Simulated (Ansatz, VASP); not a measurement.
# BaS: VASP beside Ansatz

```
CELL_PARAMETERS angstrom
0.00000 3.16694 3.16694
3.16694 0.00000 3.16694
3.16694 3.16694 0.00000
ATOMIC_POSITIONS crystal
Ba 0.00000 0.00000 0.00000
S 0.50000 0.50000 0.50000
```

Alike in both runs: functional PBEsol; k mesh 8 × 8 × 8; occupations gaussian, width 0.02 eV; no spin polarisation.

Ansatz relaxed the structure, and its values are those at the end. VASP's run is a single point on that final structure, the one shown.

|  | VASP | Ansatz |
| --- | --- | --- |
| version | VASP 6.6.1 | Ansatz 0.2.0 |
| potentials or method | VASP PAW PBE potentials, release 64 (Ba_sv, S) | scalar-relativistic, plane waves, PAW |
| plane-wave cutoff (eV) | 520 | 420 |
| valence electrons in the cell | 16 | 16 |

```tsv
	VASP	Ansatz	Ansatz less VASP
gap on the k mesh at the Fermi level (eV)	1.94	2.04	+0.104
least direct gap on the mesh (eV)	2.06	2.13	+0.070
pressure (GPa)	0.6	0.0	-0.69
```

Caveats: the PAW data sets were made with another functional, which shifts forces and pressure a little (VASP); spin-orbit coupling is left out, which moves the levels of the heavy elements. A k mesh can miss the band edges.
